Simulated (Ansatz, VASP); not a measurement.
Two plane-wave programs on InAs

Contents of INCAR:

```
PREC = Accurate ; ENCUT = 520
EDIFF = 1E-7 ; ISMEAR = 0
SIGMA = 0.05 ; LREAL = F
LASPH = T ; NELM = 100
ALGO = Fast ; ISIF = 2
LWAVE = F ; LCHARG = T
GGA = PE ; LELF = T
LVHAR = T ; NBANDS = 16
```

The input KPOINTS:

```
Automatic mesh
0
Gamma
  14 14 14
```

The input POSCAR:

```
InAs
1.0
    0.0000000000      2.8773040000      2.8773040000
    2.8773040000      0.0000000000      2.8773040000
    2.8773040000      2.8773040000      0.0000000000
In As
1 1
Direct
    0.5000000000      0.5000000000      0.5000000000
    0.0000000000      0.0000000000      0.0000000000
```

Input for Ansatz:

```yaml
crystal:
  lattice:
    - [0.0, 2.877304, 2.877304]
    - [2.877304, 0.0, 2.877304]
    - [2.877304, 2.877304, 0.0]
  atoms:
    - { symbol: In, position: [0.5, 0.5, 0.5] }
    - { symbol: As, position: [0.0, 0.0, 0.0] }
basis:
  ecutwfc: 420
  ecutrho_ratio: 4
kpoints:
  mp_grid: { grid: [14, 14, 14] }
hamiltonian:
  xc: pbe
scf:
  occupations: { method: gaussian, width: 0.05 }
output:
  forces: true
  stress: true
  eigenvalues: true
```

Measurements of this composition are mostly on another form, of space group No. 216.

Alike in both runs: task single point; functional PBE; k mesh 14 × 14 × 14; occupations gaussian, width 0.05 eV; no spin polarisation.

```csv
,VASP,Ansatz
version,VASP 6.6.1,Ansatz 0.2.0
potentials or method,"VASP PAW PBE potentials, release 64 (In_d, As)","scalar-relativistic, plane waves, PAW"
plane-wave cutoff (eV),520,420
valence electrons in the cell,18,28
```

VASP gave:

* gap on the k mesh at the Fermi level (eV): none
* pressure (GPa): -0.1

**Question.** Which values does Ansatz return?

**Answer.** gap on the k mesh at the Fermi level (eV): none; pressure (GPa): -0.2.

A gap of «none» marks a metal or a gap that the smearing closes. The two sets of potentials don't hold the same shells in valence.
